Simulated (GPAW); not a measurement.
BN: dielectric tensor with AM05

BN:

```
N B
1.0
     0.00000    3.49532    2.16609
     1.25163    0.00000    2.16609
     1.25163    3.49532    0.00000
N B
1 1
Cartesian
  1.2516 3.4953 2.8881
  1.2516 3.4953 0.0002
```

Measurements of this composition are mostly on another form, of space group No. 194.

- Program: GPAW 26.7.0
- Task: dielectric tensor
- Functional: AM05
- Potentials or basis: PAW data sets generated in the run's folder for this functional
- Cutoff: 600 eV
- Basis: pw
- k mesh: 10 × 10 × 10
- Occupations: fermi-dirac, width 0.001 eV
- Spin: no spin polarisation
- Response ecut: 80 eV
- Maxiter: 150
- Response k mesh: 17 × 17 × 17
- Response bands: 24
- Kernels: ["RPA"]
- Coarser k mesh: 17 × 17 × 17

The band gap on the k mesh is 3.86 eV, indirect (least direct gap 4.71 eV) and the electronic dielectric tensor (diagonal) is 4.50, 2.30, 4.52.

Electronic dielectric tensor:
```
4.50 0.00 0.00
0.00 2.30 0.00
0.00 0.00 4.52
```

Wall time 5.7 min on 1 thread of AMD EPYC 7B13 (Zen 3) (shared host), peak memory 0.64 GiB.

Caveat: the long-wavelength limit can be off by a per cent or two; an odd mesh through Γ misses points on the zone boundary, where band edges often lie; the program warned that so skewed a cell can give wrong results. AM05 gaps usually lie below the measured ones, often by a third to a half.
